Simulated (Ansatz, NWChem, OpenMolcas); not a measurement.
Errors in the dipole moment

6 molecules with halogens; the dipole moment in D, computed less measured. Shapes, held fixed at every level: PBE0-D4/def2-TZVP. No vibrational averaging. Dipoles are compared by magnitude; molecules under 1 D, whose direction can flip, are left out. Programs: Ansatz 0.2.0, NWChem 7.3.0, OpenMolcas 26.06. A level may come from different programs for different species; with the same settings they agree closely. Measured values: NIST CCCBDB.

Levels: A = HF/STO-3G; B = r2SCAN-D4/def2-TZVPP; C = PBE0/def2-SVP; D = B3LYP-D4/def2-TZVPP.

```tsv
molecule	measured	A	B	C	D
BrF (bromine fluoride)	1.42	-1.35	-0.17	+0.11	-0.02
HCl (hydrogen chloride)	1.08	+0.66	+0.14	+0.29	+0.11
AsF3 (arsenic trifluoride)	2.59	-1.32	-0.28	-0.13	-0.06
CH3Cl (chloromethane)	1.87	+0.39	+0.05	+0.01	+0.01
CHCl2F (dichlorofluoromethane)	1.29	+0.48	-0.06	+0.04	-0.04
CHF3 (trifluoromethane)	1.65	-0.56	-0.15	-0.11	-0.08
```

(1) Sum up the errors.

## Answers

(1) 
```tsv
level	kind	mean error	mean absolute error	worst case
HF/STO-3G	Hartree–Fock	-0.283	0.793	BrF
r2SCAN-D4/def2-TZVPP	meta-GGA	-0.078	0.142	AsF3
PBE0/def2-SVP	global hybrid	+0.035	0.115	HCl
B3LYP-D4/def2-TZVPP	global hybrid	-0.013	0.053	HCl
```

On this set B3LYP-D4/def2-TZVPP has the smallest mean absolute error and HF/STO-3G the largest. No level errs clearly to one side. The levels differ in basis as well as in method. The tabulated value of HCl is in doubt (older tables, estimates, or at odds with other calculations) and kept here. Over the 5 molecules whose values aren't doubted the mean absolute errors are A 0.820; B 0.142; C 0.080; D 0.042. Relativity is left out for As, Br. The set is small.

HF/STO-3G fails in a patterned way: it nearly erases the dipole of BrF and takes away about half of that of AsF3, yet makes CH3Cl too polar. Hartree–Fock near the basis limit usually exaggerates polarity, so the losses in the fluorides point to the minimal basis, which can't let fluorine's valence shell expand as it gains charge or polarise properly. CHCl2F breaks a simple fluorine rule with an error of +0.48, probably because overly polar C–Cl bonds outweigh a weakened C–F contribution.

r2SCAN and B3LYP share a basis, and both give too small a dipole for all four fluorides, B3LYP less so in each. This suggests that the exact exchange in the hybrid curbs excessive delocalisation of charge from fluorine towards its partner. The dispersion term can't account for the difference, since at fixed shapes it leaves the density unchanged. Because a molecular dipole is a vector sum, a small error can hide opposing errors in bond polarity and lone pairs, and doesn't by itself establish an accurate charge distribution.
